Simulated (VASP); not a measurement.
# CdO (Fm-3m) in VASP: notebook, part 2 of 3

VASP 6.6.1. The steps go on from the part before.

## 3. Relaxation of cell and atoms, PBE+D3(BJ), target pressure 45 GPa, at which the enthalpy is minimised

This run uses another cell than the first one, of 10.87 Å³/atom, 1.080 times its volume.

The input, INCAR:

```
ALGO = Normal ; EDIFF = 1E-7
EDIFFG = -0.002 ; ENCUT = 520
GGA = PE ; IBRION = 2
ISIF = 3 ; ISMEAR = 0
IVDW = 12 ; LASPH = T
LCHARG = F ; LREAL = F
LWAVE = F ; NELM = 100
NSW = 80 ; PREC = Accurate
PSTRESS = 450.0 ; SIGMA = 0.1
```

The input, KPOINTS:

```
k-points
0
Gamma
  16 16 16
```

The input, POSCAR:

```
CdO                                     
1.0
    0.0000000000      2.2153036348      2.2153036348
    2.2153036348      0.0000000000      2.2153036348
    2.2153036348      2.2153036348      0.0000000000
  Cd              O             
     1     1
Direct
     0.0000000000000000    0.0000000000000000    0.0000000000000000
     0.5000000000000000    0.5000000000000000    0.5000000000000000
```

Potentials or basis: VASP PAW PBE potentials, release 64 (Cd, O).

Run with:

```console
$ cat potpaw_PBE.64/Cd/POTCAR potpaw_PBE.64/O/POTCAR > POTCAR
$ mpirun -np 1 vasp_std > vasp.out
```

OUTCAR:

```text
EDIFF = 1E-7
   EDIFFG = -0.002
   ENCUT = 520
   GGA = PE
   IBRION = 2
   ISIF = 3
   ISMEAR = 0
   IVDW = 12
   LASPH = T
   LREAL = F
   NELM = 100
   NSW = 80
   PREC = Accurate
   PSTRESS = 450.0
 IVDW          = 12

 ion  position               nearest neighbor table
   1  0.000  0.000  0.000-   2 2.22   2 2.22   2 2.22   2 2.22   2 2.22   2 2.22
   2  0.500  0.500  0.500-   1 2.22   1 2.22   1 2.22   1 2.22   1 2.22   1 2.22

  LATTYP: Found a face centered cubic cell.
 ALAT       =     4.4306072696

  Lattice vectors:

 A1 = (   0.0000000000,   2.2153036348,   2.2153036348)
 A2 = (   2.2153036348,   0.0000000000,   2.2153036348)
 A3 = (   2.2153036348,   2.2153036348,   0.0000000000)

Analysis of symmetry for initial positions (statically):
=====================================================================
 Subroutine PRICEL returns:
 Original cell was already a primitive cell.

 Routine SETGRP: Setting up the symmetry group for a
 face centered cubic supercell.

 Subroutine GETGRP returns: Found 48 space group operations
 (whereof 48 operations were pure point group operations)
 out of a pool of 48 trial point group operations.

The static configuration has the point symmetry O_h .

Analysis of symmetry for dynamics (positions and initial velocities):
=====================================================================
 Subroutine PRICEL returns:
 Original cell was already a primitive cell.

 Routine SETGRP: Setting up the symmetry group for a
 face centered cubic supercell.

 Subroutine GETGRP returns: Found 48 space group operations
 (whereof 48 operations were pure point group operations)
 out of a pool of 48 trial point group operations.

The dynamic configuration has the point symmetry O_h .

 Subroutine INISYM returns: Found 48 space group operations
 (whereof 48 operations are pure point group operations),
 and found     1 'primitive' translations

----------------------------------------------------------------------------------------

                                     Primitive cell

  volume of cell :      21.7435

  direct lattice vectors                    reciprocal lattice vectors
     0.000000000  2.215303635  2.215303635    -0.225702695  0.225702695  0.225702695
     2.215303635  0.000000000  2.215303635     0.225702695 -0.225702695  0.225702695
     2.215303635  2.215303635  0.000000000     0.225702695  0.225702695 -0.225702695

  length of vectors
     3.132912445  3.132912445  3.132912445     0.390928535  0.390928535  0.390928535

  position of ions in fractional coordinates (direct lattice)
     0.000000000  0.000000000  0.000000000
     0.500000000  0.500000000  0.500000000

  ion indices of the primitive-cell ions
   primitive index   ion index
                 1           1
                 2           2

----------------------------------------------------------------------------------------

 KPOINTS: k-points

Automatic generation of k-mesh.
 Grid dimensions read from file:
 generate k-points for:   16   16   16

 Generating k-lattice:

  Cartesian coordinates                     Fractional coordinates (reciprocal lattice)
    -0.014106418  0.014106418  0.014106418     0.062500000  0.000000000  0.000000000
     0.014106418 -0.014106418  0.014106418     0.000000000  0.062500000  0.000000000
     0.014106418  0.014106418 -0.014106418     0.000000000  0.000000000  0.062500000

  Length of vectors
     0.024433033  0.024433033  0.024433033

  Shift w.r.t. Gamma in fractional coordinates (k-lattice)
     0.000000000  0.000000000  0.000000000

 Subroutine IBZKPT returns following result:
 ===========================================

 Found    145 irreducible k-points:

 Following reciprocal coordinates:
            Coordinates               Weight
  0.000000  0.000000  0.000000      1.000000
  0.062500  0.000000  0.000000      8.000000
  0.125000  0.000000  0.000000      8.000000
  0.187500  0.000000  0.000000      8.000000
  0.250000  0.000000  0.000000      8.000000
  0.312500  0.000000  0.000000      8.000000
[... 16 lines left out ...]
 -0.125000  0.062500  0.000000     24.000000
 -0.062500  0.062500  0.000000     12.000000
 [... further k-points ...]
   k-points           NKPTS =    145   k-points in BZ     NKDIM =    145   number of bands    NBANDS=     13
   number of dos      NEDOS =    301   number of ions     NIONS =      2
   total plane-waves  NPLWV =  13824
   dimension x,y,z NGX =    24 NGY =   24 NGZ =   24
   dimension x,y,z NGXF=    48 NGYF=   48 NGZF=   48
   ions per type =               1   1
   NGX,Y,Z   is equivalent  to a cutoff of  12.74, 12.74, 12.74 a.u.
   NGXF,Y,Z  is equivalent  to a cutoff of  25.47, 25.47, 25.47 a.u.
 SYSTEM =  unknown system
   PREC   = accura    normal or accurate (medium, high low for compatibility)
   ISTART =      0    job   : 0-new  1-cont  2-samecut
   ICHARG =      2    charge: 1-file 2-atom 10-const
   ISPIN  =      1    spin polarized calculation?
   LNONCOLLINEAR =      F non collinear calculations
   LSORBIT =      F    spin-orbit coupling
   LASPH  =      T    aspherical Exc in radial PAW
   ENCUT  =  520.0 eV  38.22 Ry    6.18 a.u.   5.83  5.83  5.83*2*pi/ulx,y,z
   NELM   =    100;   NELMIN=  2; NELMDL= -5     # of ELM steps
   EDIFF  = 0.1E-06   stopping-criterion for ELM
   LREAL  =      F    real-space projection
   EDIFFG = -.2E-02   stopping-criterion for IOM
   NSW    =     80    number of steps for IOM
   IBRION =      2    ionic relax: 0-MD 1-quasi-New 2-CG
   NFREE  =      1    steps in history (QN), initial steepest desc. (CG)
   ISIF   =      3    stress and relaxation
   ISYM   =      2    0-nonsym 1-usesym 2-fastsym
   POTIM  = 0.5000    time-step for ionic-motion
   TEBEG  =    0.0;   TEEND  =   0.0 temperature during run
   PSTRESS=  450.0 pullay stress
   NELECT =      18.0000    total number of electrons
   NUPDOWN=      -1.0000    fix difference up-down
   EMIN   =  10.00;   EMAX   =-10.00  energy-range for DOS
   EFERMI =   0.00;   METHOD = LEGACY
   ISMEAR =     0;   SIGMA  =   0.10  broadening in eV -4-tet -1-fermi 0-gaus
   EFERMI_NEDOS =   21; number of points for ismear=-14 and -15
   IALGO  =     38    algorithm
   IMIX   =      4    mixing-type and parameters
     AMIX     =   0.40;   BMIX     =  1.00
     AMIX_MAG =   1.60;   BMIX_MAG =  1.00
  volume/ion in A,a.u.               =      10.87        73.37
  Fermi-wavevector in a.u.,A,eV,Ry     =   1.537172  2.904833 32.149167  2.362897
  Thomas-Fermi vector in A             =   2.643718
   LORBIT       =      0    0 simple, 1 ext, 2 COOP (PROOUT), +10 PAW based schemes
   GGA     = PE    functional components
   LHFCALC =     F    Hartree Fock is set to
   AEXX    =    0.0000 exact exchange contribution
   IVDW    =    12    specifies the selected vdW correction
   LEPSILON=     F    determine dielectric tensor
   LRPA    =     F    only Hartree local field effects (RPA)
 conjugate gradient relaxation of ions
 non-spin polarized calculation
 Gauss-broadening in eV      SIGMA  =   0.10
  energy-cutoff  :      520.00
  volume of cell :       21.74
 maximum number of plane-waves:       604
   NGX = 11   NGY = 11   NGZ = 11

--------------------------------------- Ionic step        1  -------------------------------------------

 number of electron      18.0000002 magnetization

 Free energy of the ion-electron system (eV)
  ---------------------------------------------------
  ext. energy  EPLUGINS =         0.00000000
  ---------------------------------------------------
  free energy    TOTEN  =        -7.01804137 eV

  energy without entropy =       -7.01795531  energy(sigma->0) =       -7.01799834

------------------------ aborting loop because EDIFF is reached ----------------------------------------

 Edisp (eV)   -0.70213

 E8    (eV) :    -0.2812
[... 75 lines left out ...]
--------------------------------------- Ionic step        3  -------------------------------------------

 number of electron      18.0000002 magnetization

 Free energy of the ion-electron system (eV)
  ---------------------------------------------------
  ext. energy  EPLUGINS =         0.00000000
  ---------------------------------------------------
  free energy    TOTEN  =        -7.02064304 eV

  energy without entropy =       -7.02055696  energy(sigma->0) =       -7.02060000

 E-fermi :   4.0906     XC(G=0): -12.7262

 val. band max:        3.9674868196   @ k =   0.5000   0.0000   0.0000
 cond. band min:       4.3355263587   @ k =   0.0625   0.0000   0.0000
 fundamental gap:      0.3680395391
 Fermi energy:         4.0906333917

 k-point     1 :       0.0000    0.0000    0.0000
  band No.  band energies     occupation
      1     -14.9728      2.00000
      2      -3.2727      2.00000
      3      -3.2727      2.00000
      4      -3.2727      2.00000
      5      -2.8255      2.00000
      6      -2.8255      2.00000
      7       1.8166      2.00000
      8       1.8166      2.00000
      9       1.8166      2.00000
     10       3.8955      1.99421
     11      19.0517      0.00000
     12      22.2223      0.00000
     13      22.2223      0.00000
[... 354 lines left out ...]
  band No.  band energies     occupation
      1     -14.8683      2.00000
      2      -3.3423      2.00000
      3      -3.2822      2.00000
      4      -3.2285      2.00000
      5      -3.0627      2.00000
      6      -2.8632      2.00000
      7       1.1315      2.00000
      8       1.8154      2.00000
      9       2.1833      2.00000
     10       4.8917      0.00000
     11      18.1765      0.00000
     12      20.7180      0.00000
     13      22.1963      0.00000

 [... further k-points ...]

------------------------ aborting loop because EDIFF is reached ----------------------------------------

 Edisp (eV)   -0.70186

 E8    (eV) :    -0.2811
[... 29 lines left out ...]
  energy  without entropy=       -7.7224120109  energy(sigma->0) =       -7.72245505

  enthalpy is  TOTEN    =        -1.6131183885 eV   P V=        6.1093797044

 reached required accuracy - stopping structural energy minimisation
```

Run time: 64 s. Hardware: 1 thread of Intel Xeon Platinum 8259CL at 2.50GHz (Skylake/Cascade Lake), shared host; peak memory 0.18 GiB.

What came out:

| Item | Value |
| --- | --- |
| Free energy | -7.7225 eV |
| Relaxed volume | 10.88 Å³/atom |
| Relaxed cell | a = 3.133 Å, b = 3.133 Å, c = 3.133 Å, α = 60.00°, β = 60.00°, γ = 60.00° |
| Space group after relaxing (to 0.05 Å) | Fm-3m (No. 225) |
| Energy change on relaxing (the enthalpy is what falls) | -1.2 meV/atom |
| Ionic steps | 3 |
| Pressure after relaxing | 45.0 GPa |
| Band gap on the k mesh | none (metal or under the smearing width) |
| Dispersion energy per atom | -0.351 eV |

The path:
| step | energy change (eV) | largest force (eV/Å) | pressure (GPa) | volume (Å³) |
| --- | --- | --- | --- | --- |
| 1 | 0.0000 | 0.0000 | 45.13 | 21.74 |
| 2 | -0.0078 | 0.0000 | 44.71 | 21.77 |
| 3 | -0.0023 | 0.0000 | 45.01 | 21.75 |

Final structure:
```
Cd O
1.0
     0.00000    2.21558    2.21558
     2.21558    0.00000    2.21558
     2.21558    2.21558    0.00000
Cd O
1 1
Direct
  0.00000 0.00000 0.00000
  0.50000 0.50000 0.50000
```

Caveat: the cell is relaxed towards a set pressure, so the enthalpy falls and the energy may rise; pairwise dispersion overbinds metals, which lowers pressure and volume; this crystal is a semiconductor, whose small gap the functional closes, so the metal is an error of the method.

## 4. Relaxation of cell and atoms, PBE+D3(BJ), target pressure 112.5 GPa, at which the enthalpy is minimised

INCAR, as its differences from that of step 3:

```diff
@@ -8,2 +8,2 @@
 NSW = 80 ; PREC = Accurate
-PSTRESS = 450.0 ; SIGMA = 0.1
+PSTRESS = 1125.0 ; SIGMA = 0.1
```

KPOINTS is that of step 3.

The input, POSCAR:

```
CdO                                     
1.0
    0.0000000000      2.1589808036      2.1589808036
    2.1589808036      0.0000000000      2.1589808036
    2.1589808036      2.1589808036      0.0000000000
  Cd              O             
     1     1
Direct
     0.0000000000000000    0.0000000000000000    0.0000000000000000
     0.5000000000000000    0.5000000000000000    0.5000000000000000
```

Potentials or basis: VASP PAW PBE potentials, release 64 (Cd, O).

Run with:

```console
$ cat potpaw_PBE.64/Cd/POTCAR potpaw_PBE.64/O/POTCAR > POTCAR
$ mpirun -np 1 vasp_std > vasp.out
```

OUTCAR:

```text
EDIFF = 1E-7
   EDIFFG = -0.002
   ENCUT = 520
   GGA = PE
   IBRION = 2
   ISIF = 3
   ISMEAR = 0
   IVDW = 12
   LASPH = T
   LREAL = F
   NELM = 100
   NSW = 80
   PREC = Accurate
   PSTRESS = 1125.0
 IVDW          = 12

 ion  position               nearest neighbor table
   1  0.000  0.000  0.000-   2 2.16   2 2.16   2 2.16   2 2.16   2 2.16   2 2.16
   2  0.500  0.500  0.500-   1 2.16   1 2.16   1 2.16   1 2.16   1 2.16   1 2.16

  LATTYP: Found a face centered cubic cell.
 ALAT       =     4.3179616072

  Lattice vectors:

 A1 = (   0.0000000000,   2.1589808036,   2.1589808036)
 A2 = (   2.1589808036,   0.0000000000,   2.1589808036)
 A3 = (   2.1589808036,   2.1589808036,   0.0000000000)

[... 690 lines left out ...]

  enthalpy is  TOTEN    =         6.8383254799 eV   P V=       13.2552434189

[... ionic steps 4 to 7 ...]

--------------------------------------- Ionic step        8  -------------------------------------------

 number of electron      18.0000010 magnetization

------------------------ aborting loop because EDIFF is reached ----------------------------------------
[... 79 lines left out ...]
--------------------------------------- Ionic step       10  -------------------------------------------

 number of electron      18.0000010 magnetization

 Free energy of the ion-electron system (eV)
  ---------------------------------------------------
  ext. energy  EPLUGINS =         0.00000000
  ---------------------------------------------------
  free energy    TOTEN  =        -5.48579606 eV

  energy without entropy =       -5.48578164  energy(sigma->0) =       -5.48578885

 E-fermi :   6.2162     XC(G=0): -13.6578

 val. band max:        6.0357162250   @ k =   0.5000   0.0000   0.0000
 cond. band min:       6.3131910884   @ k =   0.0000   0.0000   0.0000
 fundamental gap:      0.2774748634
 Fermi energy:         6.2162240533

 k-point     1 :       0.0000    0.0000    0.0000
  band No.  band energies     occupation
      1     -14.6815      2.00000
      2      -2.0134      2.00000
      3      -2.0134      2.00000
      4      -2.0134      2.00000
      5      -1.4003      2.00000
      6      -1.4003      2.00000
      7       2.9354      2.00000
      8       2.9354      2.00000
      9       2.9354      2.00000
     10       6.3132      0.17027
     11      20.9254      0.00000
     12      25.3437      0.00000
     13      25.3437      0.00000
[... 405 lines left out ...]
  energy  without entropy=       -6.3046383141  energy(sigma->0) =       -6.30464552

  enthalpy is  TOTEN    =         6.8357073387 eV   P V=       13.1403600685

 reached required accuracy - stopping structural energy minimisation
```

Wall time 3.1 min (1 thread of Intel Xeon Platinum 8259CL at 2.50GHz (Skylake/Cascade Lake), shared host); peak memory 0.19 GiB.

Results:

| Quantity | Value |
| --- | --- |
| Free energy | -6.3047 eV |
| Relaxed volume | 9.36 Å³/atom |
| Relaxed cell | a = 2.980 Å, b = 2.980 Å, c = 2.980 Å, α = 60.00°, β = 60.00°, γ = 60.00° |
| Space group after relaxing (to 0.05 Å) | Fm-3m (No. 225) |
| Energy change on relaxing (the enthalpy is what falls) | +408.6 meV/atom |
| Ionic steps | 10 |
| Pressure after relaxing | 112.5 GPa |
| Band gap on the k mesh | 0.28 eV, indirect (least direct gap 3.38 eV) |
| Dispersion energy per atom | -0.409 eV |

The path:
```
step  energy change (eV)  largest force (eV/Å)  pressure (GPa)  volume (Å³)
   1              0.0000                0.0000           75.00        20.13
   2              7.5439                0.0000          409.78        14.02
   3              0.7048                0.0000          107.45        18.88
   4              0.7863                0.0000          111.15        18.76
   5              0.8161                0.0000          112.46        18.72
   6              0.8355                0.0000          113.32        18.69
   7              0.7595                0.0000          109.90        18.80
   8              0.8177                0.0000          112.54        18.71
   9              0.8167                0.0000          112.47        18.71
  10              0.8171                0.0000          112.49        18.71
```

Final structure:
```
CELL_PARAMETERS angstrom
0.00000 2.10723 2.10723
2.10723 0.00000 2.10723
2.10723 2.10723 0.00000
ATOMIC_POSITIONS crystal
Cd 0.00000 0.00000 0.00000
O 0.50000 0.50000 0.50000
```

Levels at points of the mesh, in eV from the valence-band top:
```csv
k point,band 6,band 7,band 8,band 9,band 10,band 11,band 12,band 13
"(0.00, 0.00, 0.00)",-7.44,-3.10,-3.10,-3.10,0.28,14.89,19.31,19.31
"(0.50, 0.00, 0.00)",-6.88,-4.69,0.00,0.00,4.27,9.65,13.36,13.36
"(0.50, 0.50, 0.00)",-6.56,-5.53,-4.49,-4.49,5.22,9.79,12.39,16.24
```

Caveat: the cell is relaxed towards a set pressure, so the enthalpy falls and the energy may rise.

(Continued in part 3 of 3.)
